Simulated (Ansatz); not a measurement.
Strain and the gap of P (puckered monolayer)

P (puckered monolayer), relaxed with r2SCAN in Ansatz 0.2.0. The sheet's in-plane cell has a = 4.628 Å, b = 3.292 Å (γ = 90.0°), and its outermost atoms lie 2.08 Å apart along the normal. P has 3 P at 2.21–2.25 Å.

The axes x, y and z are those of this cell:
```yaml
crystal:
  lattice:
    - [4.62750, 0.00000, 0.00000]
    - [0.00000, 3.29187, 0.00000]
    - [0.00000, 0.00000, 27.81958]
  atoms:
    - { symbol: P, position: [0.09124, 0.00000, 0.37893] }
    - { symbol: P, position: [0.40876, 0.50000, 0.37893] }
    - { symbol: P, position: [0.59124, 0.50000, 0.30404] }
    - { symbol: P, position: [0.90876, 0.00000, 0.30404] }
```
The sheet repeats along a and b alone.

Unstrained: The PBE gap is indirect, 0.911 eV (Γ–Y (0.10 of the way from Γ) to Γ), below the direct gap of 0.915 eV at Γ. Least and direct gap differ so little that the kind isn't settled. With r2SCAN the valence top lies at Γ–Y (0.10 of the way from Γ) and the conduction bottom at Γ, 1.088 eV higher; the smallest vertical gap, at Γ, is 1.091 eV. Least and direct gap differ so little that the kind isn't settled. With HSE06 the valence top lies at Γ–Y (0.10 of the way from Γ) and the conduction bottom at Γ, 1.595 eV higher; the smallest vertical gap, at Γ, is 1.595 eV. Least and direct gap differ so little that the kind isn't settled. Meshes: PBE 6×8×1, r2SCAN 6×8×1, HSE06 4×6×1. Strains are changes of length per length. After each strain the atoms were relaxed again with r2SCAN within the symmetry that the strain leaves, so tilts or polar shifts that break it weren't tested; points keep the names that they have in the unstrained zone. Simulation only: spin-unpolarised, and no claim that this is the phase found in nature.

Changes of the least gap in eV (an overlap counts as a negative gap):

| strain | area change (%) | space group | PBE | r2SCAN | HSE06 | energy rise, r2SCAN (meV/atom) |
| --- | --- | --- | --- | --- | --- | --- |
| uniaxial -4.0 % along y | -4.0 | – | -0.227 | -0.244 | -0.254 | 23.9 |
| uniaxial -3.0 % along y | -3.0 | – | -0.170 | -0.183 | -0.191 | 13.1 |
| uniaxial -2.0 % along y | -2.0 | – | -0.114 | -0.122 | -0.128 | 5.7 |
| uniaxial -1.0 % along y | -1.0 | – | -0.058 | -0.062 | -0.065 | 1.4 |
| uniaxial +1.0 % along y | +1.0 | – | +0.055 | +0.059 | +0.060 | 1.4 |
| uniaxial +2.0 % along y | +2.0 | – | +0.112 | +0.120 | +0.123 | 5.3 |
| uniaxial +3.0 % along y | +3.0 | – | +0.169 | +0.181 | +0.187 | 11.5 |
| uniaxial +4.0 % along y | +4.0 | – | +0.117 | +0.185 | +0.174 | 20.0 |

Uniaxial -4.0 % along y, other directions held. HSE06: the gap goes from 1.595 to 1.341 eV (-0.254 eV); the edges go from Γ–Y (0.10) → Γ to Γ–Y (0.18) → Γ. Stress change with r2SCAN, compression positive: xx +0.81, yy +5.28 N/m.

Uniaxial -3.0 % along y, other directions held. HSE06: the gap goes from 1.595 to 1.404 eV (-0.191 eV); the edges go from Γ–Y (0.10) → Γ to Γ–Y (0.16) → Γ. Stress change with r2SCAN, compression positive: xx +0.60, yy +3.83 N/m.

Uniaxial -2.0 % along y, other directions held. HSE06: the gap goes from 1.595 to 1.467 eV (-0.128 eV); the edges go from Γ–Y (0.10) → Γ to Γ–Y (0.14) → Γ. Stress change with r2SCAN, compression positive: xx +0.39, yy +2.47 N/m.

Uniaxial -1.0 % along y, other directions held. HSE06: the gap goes from 1.595 to 1.530 eV (-0.065 eV); the edges go from Γ–Y (0.10) → Γ to Γ–Y (0.12) → Γ. Stress change with r2SCAN, compression positive: xx +0.19, yy +1.19 N/m.

Uniaxial +1.0 % along y, other directions held. HSE06: the gap goes from 1.595 to 1.655 eV (+0.060 eV); least and direct gap lie within 0.04 eV, so its kind isn't settled. Stress change with r2SCAN, compression positive: xx -0.19, yy -1.11 N/m.

Uniaxial +2.0 % along y, other directions held. HSE06: the gap goes from 1.595 to 1.718 eV (+0.123 eV); least and direct gap lie within 0.04 eV, so its kind isn't settled. Stress change with r2SCAN, compression positive: xx -0.37, yy -2.15 N/m.

Uniaxial +3.0 % along y, other directions held. HSE06: the gap goes from 1.595 to 1.782 eV (+0.187 eV); least and direct gap lie within 0.04 eV, so its kind isn't settled. Stress change with r2SCAN, compression positive: xx -0.54, yy -3.11 N/m.

Uniaxial +4.0 % along y, other directions held. HSE06: the gap goes from 1.595 to 1.769 eV (+0.174 eV); least and direct gap lie within 0.04 eV, so its kind isn't settled. Stress change with r2SCAN, compression positive: xx -0.69, yy -3.98 N/m.

Where an edge lies off the special points, it is a point of the mesh or the k point where a search put PBE's edge or least direct gap, reused for the other functionals, whose own edges may lie a little apart.

The meshes of the hybrids are coarse, so their gaps aren't converged to the digits shown.
